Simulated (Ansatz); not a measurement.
Wires are cut from relaxed bulk BN (P6_3mc, not its usual structure, 5.97 Å³/atom, gap on the mesh 5.23 eV); atoms and period are relaxed, and energies count from that bulk. Caps count from half an H2 molecule.

These are results of DFT PBE, scalar-relativistic, plane waves, PAW (Ansatz 0.2.0), not measurements.

Plane waves to 420 eV, a k mesh through Γ of 1×1×8 on the computed 20-atom cell and Gaussian smearing (0.05 eV); no spin polarisation.

Start ([001] wire, 8 host atoms a period with H caps):

```
CELL_PARAMETERS angstrom
13.50000 0.00000 0.00000
0.00000 13.20000 0.00000
0.00000 0.00000 4.22451
ATOMIC_POSITIONS crystal
B 0.50000 0.50672 0.99981
B 0.50000 0.39499 0.49981
B 0.40539 0.56259 0.49981
B 0.59461 0.56259 0.49981
N 0.50000 0.50672 0.62519
N 0.50000 0.39499 0.12519
N 0.40539 0.56259 0.12519
N 0.59461 0.56259 0.12519
H 0.42815 0.35257 0.59502
H 0.57185 0.35257 0.59502
H 0.33354 0.52017 0.59502
H 0.40539 0.64743 0.59502
H 0.66646 0.52017 0.59502
H 0.59461 0.64743 0.59502
H 0.43842 0.35863 0.04358
H 0.56158 0.35863 0.04358
H 0.34380 0.52623 0.04358
H 0.40539 0.63531 0.04358
H 0.65620 0.52623 0.04358
H 0.59461 0.63531 0.04358
```

Give the relaxed structure and its energy.

The free energy falls by 26 meV/atom.

| Quantity | Value |
| --- | --- |
| excess energy (eV per host atom) | 0.155 |
| line energy (eV/Å) | 0.283 |
| period (Å) | 4.384 |
| gap on the mesh (eV) | 5.01 |
| highest filled level or Fermi level under vacuum (eV) | 6.13 |

Relaxed structure:
```xyz
20
Lattice="13.5000 0.0000 0.0000 0.0000 13.2000 0.0000 0.0000 0.0000 4.3836" Properties=species:S:1:pos:R:3 pbc="T T T"
B     6.7500    6.6888    4.3421
B     6.7500    5.2022    2.2110
B     5.4626    7.4319    2.2110
B     8.0374    7.4319    2.2110
N     6.7500    6.6887    2.7655
N     6.7500    5.2506    0.5957
N     5.5045    7.4079    0.5957
N     7.9955    7.4079    0.5957
H     5.7375    4.6036    2.5493
H     7.7625    4.6036    2.5493
H     4.4380    6.8543    2.5492
H     5.4504    8.6080    2.5493
H     9.0620    6.8543    2.5492
H     8.0496    8.6080    2.5493
H     5.9503    4.7335    0.2192
H     7.5497    4.7335    0.2192
H     4.6569    6.9740    0.2192
H     5.4566    8.3590    0.2193
H     8.8431    6.9740    0.2192
H     8.0434    8.3590    0.2193
```

Each run keeps its start's symmetry and one magnetic start, so lower states can exist.

The run took 80 s on 4 threads of Intel(R) Xeon(R) Processor @ 2.70GHz (shared host), peak memory 1.1 GiB.